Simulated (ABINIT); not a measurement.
# Cu (I4/mmm) in ABINIT: single point with PBEsol

Aim: the single point of Cu with PBEsol.

Everything below comes from runs of ABINIT 10.8.3 (patched build). Logs are shortened: lines on timing, memory, paths and dates and some standing lists are left out, and cuts for length are marked. The log counts tension as positive stress, the text compression.

### Step 1. The undisturbed crystal

The structure is tetragonal, space group I4/mmm (No. 139). Conventional cell: a = 2.886 Å, b = 2.886 Å, c = 2.752 Å, α = 90.00°, β = 90.00°, γ = 90.00°. Cu (site symmetry 4/mmm) has 10 Cu at 2.46 to 2.75 Å as nearest neighbours.

This isn't the form of Cu at room conditions, which is fcc.

### Step 2. Single point, PBEsol (cell strained at random at fixed volume)

run.abi reads:

```
pp_dirpath "./"
pseudos "Cu.upf"

acell 3*1.0
rprim
    -2.6660199474     2.7242594169     2.5827586144
     2.6303929408    -2.7487030243     2.5710328638
     2.7608501838     2.8435332607    -2.6083870801
ntypat 1
znucl 29
natom 1
typat 1
xred
     0.0187920000     0.0028610000     0.0143870000
chkprim 0
chksymtnons 0
tolsym 1.0e-6

ecut 46.0

kptopt 1
ngkpt 13 13 13
nshiftk 1
shiftk 0.0 0.0 0.0

ixc -116133

nband 14
occopt 3
tsmear 0.00183747

nstep 100
tolvrs 1.0e-10

iomode 3
prtwf 0
prtden 0
prteig 0
prtebands 0
```

Potentials or basis: PseudoDojo NC SR PBEsol v0.4.1 standard.

The run is started by

```
$ abinit run.abi > log 2>&1
```

run.abo:

```text
.Version 10.8.3 of ABINIT
 Symmetries : space group P-1 (#  2); Bravais aP (primitive triclinic)
================================================================================
 Values of the parameters that define the memory need of the present run
     intxc =       0    ionmov =       0      iscf =       7    lmnmax =       6
     lnmax =       6     mgfft =      30  mpssoang =       3    mqgrid =    3001
     natom =       1  nloc_mem =       1    nspden =       1   nspinor =       1
    nsppol =       1      nsym =       2    n1xccc =    2501    ntypat =       1
    occopt =       3   xclevel =       2
       mpw =        1171          nfft =       27000          nkpt =        1099
================================================================================
================================================================================

--------------------------------------------------------------------------------
------------- Echo of variables that govern the present computation ------------
--------------------------------------------------------------------------------
 -outvars: echo values of preprocessed input variables --------
            acell      1.0000000000E+00  1.0000000000E+00  1.0000000000E+00 Bohr
              amu      6.35460000E+01
          chkprim           0
      chksymtnons           0
             ecut      4.60000000E+01 Hartree
                       outvar_i_n : Printing only first  50 k-points.
              ixc     -116133
                       outvar_i_n : Printing only first  50 k-points.
         kptrlatt       13    0    0      0   13    0      0    0   13
          kptrlen      5.96932840E+01
            natom           1
            nband          14
            ngfft          30      30      30
             nkpt        1099
            nstep         100
             nsym           2
           ntypat           1
                       prtocc : prtvol=0, do not print more k-points.
           occopt           3
           prtden           0
        prtebands           0
           prteig           0
            prtwf           0
            rprim     -2.6660199474E+00  2.7242594169E+00  2.5827586144E+00
                       2.6303929408E+00 -2.7487030243E+00  2.5710328638E+00
                       2.7608501838E+00  2.8435332607E+00 -2.6083870801E+00
          spgroup           2
           tolsym      1.00000000E-06
           tolvrs      1.00000000E-10
           tsmear      1.83747000E-03 Hartree
            typat      1
                       outvars : Printing only first  50 k-points.
           xangst     -1.5102405658E-03  4.4577971102E-02  9.7178420365E-03
            xcart     -2.8539410536E-03  8.4240156632E-02  1.8364059984E-02
             xred      1.8792000000E-02  2.8610000000E-03  1.4387000000E-02
            znucl       29.00000

================================================================================

 chkinp: Checking input parameters for consistency.

================================================================================
[... 73 lines left out ...]
xred      :
- [  1.8792E-02,   2.8610E-03,   1.4387E-02, Cu]
cartesian_forces: # hartree/bohr
- [ -0.00000000E+00,  -0.00000000E+00,  -0.00000000E+00, ]
force_length_stats: {min:   0.00000000E+00, max:   0.00000000E+00, mean:   0.00000000E+00, }
...

 Integrated electronic density in atomic spheres:
 ------------------------------------------------
 Atom  Sphere_radius  Integrated_density
    1        2.00000         17.36357158
================================================================================

 ----iterations are completed or convergence reached----

 Mean square residual over all n,k,spin=   20.858E-08; max=  25.164E-04
 reduced coordinates (array xred) for    1 atoms
       0.018792000000      0.002861000000      0.014387000000
 rms dE/dt=  0.0000E+00; max dE/dt=  0.0000E+00; dE/dt below (all hartree)
    1       0.000000000000      0.000000000000      0.000000000000

 cartesian coordinates (angstrom) at end:
    1     -0.00151024056579     0.04457797110208     0.00971784203646

 cartesian forces (hartree/bohr) at end:
    1     -0.00000000000000    -0.00000000000000    -0.00000000000000
 frms,max,avg= 0.0000000E+00 0.0000000E+00   0.000E+00  0.000E+00  0.000E+00 h/b

 cartesian forces (eV/Angstrom) at end:
    1     -0.00000000000000    -0.00000000000000    -0.00000000000000
 frms,max,avg= 0.0000000E+00 0.0000000E+00   0.000E+00  0.000E+00  0.000E+00 e/A
 length scales=  1.000000000000  1.000000000000  1.000000000000 bohr
              =  0.529177210544  0.529177210544  0.529177210544 angstroms
 Fermi (or HOMO) energy (hartree) =   0.37527   Average Vxc (hartree)=  -0.50666
 Eigenvalues (hartree) for nkpt=1099  k points:
 kpt#   1, nband= 14, wtk=  0.00046, kpt=  0.0000  0.0000  0.0000 (reduced coord)
  -3.75083   -2.18867   -2.18861   -2.18834    0.02040    0.25535    0.26094    0.27066
   0.29650    0.30722    1.25197    1.30939    1.34509    1.40393
      occupation numbers for kpt#   1
   2.00000    2.00000    2.00000    2.00000    2.00000    2.00000    2.00000    2.00000
   2.00000    2.00000    0.00000    0.00000    0.00000    0.00000
 prteigrs : prtvol=0 or 1, do not print more k-points.

--- !EnergyTerms
iteration_state     : {dtset: 1, }
comment             : Components of total free energy in Hartree
kinetic             :  8.69324101513982E+01
hartree             :  5.55672136429235E+01
xc                  : -2.31133135467962E+01
Ewald energy        : -1.22347637664760E+02
psp_core            :  5.31617741759835E+00
local_psp           : -1.58400218671968E+02
non_local_psp       : -3.34114827591934E+01
internal            : -1.89456851430798E+02
'-kT*entropy'       : -7.79946567217477E-05
total_energy        : -1.89456929425454E+02
total_energy_eV     : -5.15538568357361E+03
band_energy         : -1.77386669942762E+01
...

 Cartesian components of stress tensor (hartree/bohr^3)
  sigma(1 1)=  8.77939866E-05  sigma(3 2)= -3.02790991E-05
  sigma(2 2)=  8.79441379E-06  sigma(3 1)= -4.64528432E-05
  sigma(3 3)=  3.83153590E-05  sigma(2 1)=  1.51840211E-04

-Cartesian components of stress tensor (GPa)         [Pressure= -1.3230E+00 GPa]
- sigma(1 1)=  2.58298826E+00  sigma(3 2)= -8.90841851E-01
- sigma(2 2)=  2.58740587E-01  sigma(3 1)= -1.36668983E+00
- sigma(3 3)=  1.12727678E+00  sigma(2 1)=  4.46729324E+00

== END DATASET(S) ==============================================================
================================================================================

 -outvars: echo values of variables after computation  --------
            acell      1.0000000000E+00  1.0000000000E+00  1.0000000000E+00 Bohr
           etotal     -1.8945692943E+02
            fcart     -0.0000000000E+00 -0.0000000000E+00 -0.0000000000E+00
            rprim     -2.6660199474E+00  2.7242594169E+00  2.5827586144E+00
                       2.6303929408E+00 -2.7487030243E+00  2.5710328638E+00
                       2.7608501838E+00  2.8435332607E+00 -2.6083870801E+00
           strten      8.7793986551E-05  8.7944137883E-06  3.8315358950E-05
                      -3.0279099082E-05 -4.6452843189E-05  1.5184021103E-04
           xangst     -1.5102405658E-03  4.4577971102E-02  9.7178420365E-03
             xred      1.8792000000E-02  2.8610000000E-03  1.4387000000E-02
 Calculation completed.
```

Wall time 6.1 min (1 thread of Arm Neoverse V2, shared host); peak memory 0.34 GiB.

Results:

```yaml
Free_energy: -5155.3857 eV
Pressure: -1.3 GPa
Band_gap_on_the_k_mesh: none (metal or under the smearing width)
Valence_electrons_inside_the_program's_atomic_spheres: Cu 17.36 (radii [1.0584] Å)
```
